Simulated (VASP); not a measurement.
The system is Ga2O3.

```
CELL_PARAMETERS angstrom
6.10700 -1.51855 0.00000
6.10700 1.51855 0.00000
-1.38599 0.00000 5.63001
ATOMIC_POSITIONS crystal
Ga 0.09050 0.09050 0.79460
Ga 0.90950 0.90950 0.20540
Ga 0.65866 0.65866 0.31402
Ga 0.34134 0.34134 0.68598
O 0.16450 0.16450 0.10980
O 0.83550 0.83550 0.89020
O 0.17330 0.17330 0.56320
O 0.82670 0.82670 0.43680
O 0.49590 0.49590 0.25660
O 0.50410 0.50410 0.74340
```

- Program: VASP 6.6.1
- Task: relaxation of cell and atoms
- Functional: PBE
- Potentials or basis: VASP PAW PBE potentials, release 64 (Ga_d, O)
- Cutoff: 600 eV
- k mesh: 10 × 10 × 6
- Occupations: gaussian, width 0.03 eV
- Spin: no spin polarisation

At the start: pressure 9.9 GPa; volume 10.44 Å³/atom.

Q: Where does the relaxation end?

A: Over 28 steps the energy falls by 16.0 meV/atom and the volume is 10.99 Å³/atom (+5.2 %); space group C2/m (No. 12, to 0.05 Å).

Step by step:
```csv
step,energy change (eV),largest force (eV/Å),pressure (GPa),volume (Å³)
1,0.0000,0.2443,9.93,104.42
2,-0.0375,0.3990,-7.10,114.51
3,-0.1564,0.1601,0.06,109.62
4,-0.1564,0.1542,0.25,109.52
5,-0.1586,0.0689,0.13,109.70
6,-0.1587,0.0508,0.16,109.67
7,-0.1593,0.0376,-0.14,109.85
8,-0.1593,0.0373,-0.17,109.86
9,-0.1596,0.0227,0.06,109.79
10,-0.1596,0.0244,0.20,109.74
11,-0.1598,0.0204,0.03,109.82
12,-0.1598,0.0208,0.06,109.83
13,-0.1598,0.0218,0.01,109.84
14,-0.1598,0.0209,0.08,109.84
15,-0.1598,0.0216,0.06,109.84
16,-0.1598,0.0181,-0.04,109.88
17,-0.1599,0.0169,-0.09,109.90
18,-0.1599,0.0138,0.05,109.87
19,-0.1599,0.0129,0.08,109.85
20,-0.1599,0.0101,-0.03,109.87
21,-0.1599,0.0110,-0.03,109.88
22,-0.1599,0.0151,-0.09,109.90
23,-0.1599,0.0121,0.01,109.89
24,-0.1599,0.0129,-0.04,109.90
25,-0.1599,0.0130,-0.04,109.89
26,-0.1600,0.0118,0.01,109.88
27,-0.1600,0.0113,0.02,109.88
28,-0.1600,0.0068,-0.06,109.89
```

Final structure:
```
CELL_PARAMETERS angstrom
6.22892 -1.54339 0.01071
6.22892 1.54339 0.01071
-1.40378 0.00000 5.71290
ATOMIC_POSITIONS crystal
Ga 0.09002 0.09002 0.79487
Ga 0.90998 0.90998 0.20513
Ga 0.65848 0.65848 0.31405
Ga 0.34152 0.34152 0.68595
O 0.16382 0.16382 0.10912
O 0.83618 0.83618 0.89088
O 0.17356 0.17356 0.56407
O 0.82644 0.82644 0.43593
O 0.49595 0.49595 0.25657
O 0.50405 0.50405 0.74343
```
